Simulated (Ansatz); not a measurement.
Runs of Ansatz 0.2.0 on Co. It takes space group P6_3/mmc (No. 194, hexagonal). The conventional cell has a = 2.472 Å, b = 2.472 Å, c = 4.021 Å, α = 90.00°, β = 90.00°, γ = 120.00°. Co (site symmetry -6m2) is surrounded by 12 Co at 2.47 Å. 

| task | level | cell | smearing | points for each segment of the path | gap on the mesh (eV) | pressure (GPa) | moment (μB) |
| --- | --- | --- | --- | --- | --- | --- | --- |
| band structure | PBE | as given | fermi-dirac 0.05 eV | 14 | none | 4.7 | 3.21 |
| band structure | LDA | as given | fermi-dirac 0.05 eV | 14 | none | -14.6 | (b) |
| relaxation of cell and atoms | PBE | relaxed | fermi-dirac 0.05 eV | - | none | 0.0 | 3.25 |
| single point | PBE | as given | gaussian 0.011 eV | - | none | 4.7 | (a) |

Alike in all rows: potentials or basis Ansatz PAW; spin collinear, ferromagnetic start; k mesh 12 × 12 × 7; cutoff (eV) 420.

Fill in the values left out.

(a) 3.22; (b) 3.09.

Caveats: the PAW data sets come from PBE, with cores solved anew for the run's functional, which leaves a small shift of forces and pressure (some runs); the plane-wave basis is chosen anew once the cell has moved, so the energies of steps on either side of that aren't comparable (some runs).

A gap of «none» marks a metal or a gap under the smearing width.
